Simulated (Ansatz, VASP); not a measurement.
## One calculation of KCl, two programs

```
K Cl
1.0
     3.83920    0.00000    0.00000
     0.00000    3.83920    0.00000
     0.00000    0.00000    3.83920
K Cl
1 1
Direct
  0.00000 0.00000 0.00000
  0.50000 0.50000 0.50000
```

Measurements of this composition are mostly on another form, of space group No. 225.

Alike in both runs: functional LDA; k mesh 7 × 7 × 7; occupations fermi-dirac, width 0.05 eV; no spin polarisation.

|  | VASP | Ansatz |
| --- | --- | --- |
| version | VASP 6.6.1 | Ansatz 0.2.0 |
| potentials or method | VASP PAW LDA potentials, release 64 (K_sv, Cl) | Ansatz PAW |
| plane-wave cutoff (eV) | 520 | 420 |
| valence electrons in the cell | 16 | 16 |
| task | single point | band structure |

VASP gave:

```
gap on the k mesh at the Fermi level (eV) : 4.39
least direct gap on the mesh (eV)         : 4.58
pressure (GPa)                            : -3.1
```

Q: Estimate Ansatz's values.

A: gap on the k mesh at the Fermi level (eV): 4.39; least direct gap on the mesh (eV): 4.57; pressure (GPa): -3.2.

Caveats: an odd mesh through Γ misses points on the zone boundary, where band edges often lie (VASP); the PAW data sets come from PBE, with cores solved anew for the run's functional, which leaves a small shift of forces and pressure (Ansatz).
